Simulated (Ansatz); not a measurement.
# TiO2: single point with PBE

Crystal: TiO2.

```
Ti O
1.0
    -2.97316    3.28737    3.28740
     2.97316   -3.28737    3.28740
     2.97316    3.28737   -3.28740
Ti O
4 8
Cartesian
  1.4866 -1.6437 1.6437
  1.4866 1.6437 -1.6437
  0.0000 1.6437 1.6124
  2.9732 1.6437 1.6750
  1.4875 1.6437 2.9263
  1.4857 4.9311 -0.3611
  0.0000 0.3609 4.9286
  2.9732 -0.3609 1.6412
  0.0000 3.6483 1.6462
  1.4875 -1.6437 3.6485
  2.9732 2.9264 -1.6412
  1.4857 1.6437 0.3611
```

The cell is a database's computed one.

```yaml
Program: Ansatz 0.2.0
Task: single point
Functional: PBE
Potentials_or_basis: Ansatz PAW
Cutoff: "420 eV (not typed: the program's choice for these potentials)"
k_mesh: 8 × 8 × 8
Occupations: fermi-dirac, width 0.05 eV
Spin: no spin polarisation
```

```
Pressure               : -1.4 GPa
Largest force          : 0.060 eV/Å
Band gap on the k mesh : 1.84 eV
```

Forces in eV/Å, atoms in the order of the input:
```
Ti   0.000  0.000  0.000
Ti   0.000  0.000  0.000
Ti   0.000  0.000  0.015
Ti   0.000  0.000 -0.015
O    0.023  0.000 -0.046
O   -0.023  0.000 -0.046
O    0.000  0.057  0.018
O    0.000 -0.057  0.018
O    0.000  0.057 -0.018
O    0.023  0.000  0.046
O    0.000 -0.057 -0.018
O   -0.023  0.000  0.046
```

Stress tensor (GPa, compression positive):
```
-1.90  0.00  0.00
 0.00 -1.13  0.00
 0.00  0.00 -1.04
```

Levels at points of the mesh, in eV from the valence-band top:
| k point | band 45 | band 46 | band 47 | band 48 | band 49 | band 50 | band 51 | band 52 |
| --- | --- | --- | --- | --- | --- | --- | --- | --- |
| (0.00, 0.00, 0.00) | -0.67 | -0.44 | -0.44 | 0.00 | 1.84 | 2.12 | 2.38 | 2.43 |
| (0.00, 0.00, -0.50) | -1.19 | -1.19 | -0.62 | -0.62 | 2.23 | 2.23 | 2.60 | 2.60 |
| (0.00, -0.50, 0.00) | -1.19 | -1.19 | -0.63 | -0.60 | 2.23 | 2.24 | 2.57 | 2.60 |
| (0.00, -0.50, -0.50) | -0.98 | -0.98 | -0.71 | -0.71 | 1.88 | 1.88 | 2.47 | 2.48 |
| (-0.50, -0.50, -0.50) | -1.25 | -1.25 | -1.05 | -1.04 | 1.87 | 1.87 | 2.47 | 2.47 |

Wall time 11 s on 4 threads of Arm Neoverse V2, on a shared host, peak memory 0.84 GiB.

Caveat: the pressure holds a Pulay correction of +0.7 GPa for the finite cutoff. Expect the measured gap to be larger: semilocal functionals such as PBE lack the derivative discontinuity.
